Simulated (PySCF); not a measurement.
Structure with atom numbers: `[CH3:1][CH2:2][C:3](=[O:4])[OH:5]` (H(Xn): hydrogen on atom n).

All values are calculated (PySCF 2.14.0 with density-fitted response routines): geometry from PBE0-D3(BJ)/def2-TZVP, B97-2/pcSseg-2 with gauge-including orbitals. Averaged over atoms made equivalent by symmetry, fast rotation or ring inversion, relativity neglected, a single conformation, no solvent.

References, each an isolated molecule treated in the same way: TMS for 13C, 1H; 17O vs H2O.

```csv
atoms,nucleus,count,δ (ppm)
O4,17O,1,?
H(C1),1H,3,1.07
C3,13C,1,181.4
C2,13C,1,28.7
O5,17O,1,204.0
H(C2),1H,2,2.40
C1,13C,1,?
H(O5),1H,1,5.94
```

Q: Fill in the missing shifts.

A: 
- C1: 10.5 ppm, methyl carbon; a saturated carbon with 1 carbon neighbour and no heteroatom attached
- O4: 415.1 ppm, carbonyl oxygen

The OH or NH signal is concentration- and solvent-dependent in practice; the value given is the gas-phase one. Shifts are as computed. Against solution values, carbons near 30 ppm lie about +3 ppm off and those near 130 ppm about +7 ppm. Of 1211 compounds with measured shifts, 218 miss one by over three times the rms of a fit or turn the order of signals round; such compounds aren't used in these exercises. In solution the two oxygens of a carboxylic acid exchange roles by proton transfer and give one 17O line. Hydrogen bonding in solution shields acid and N–H amide carbonyl oxygens by tens of ppm. Hydrogen bonding in solution deshields acid and N–H amide carbonyl carbons by as much as 10 ppm beyond these values. Unscaled 17O shifts of doubly bonded oxygen tend to come out too high, by tens of ppm or more. Experimental scales use liquid or dissolved standards, which lie at an offset from isolated H2O (liquid H2O: subtract about 36 ppm).
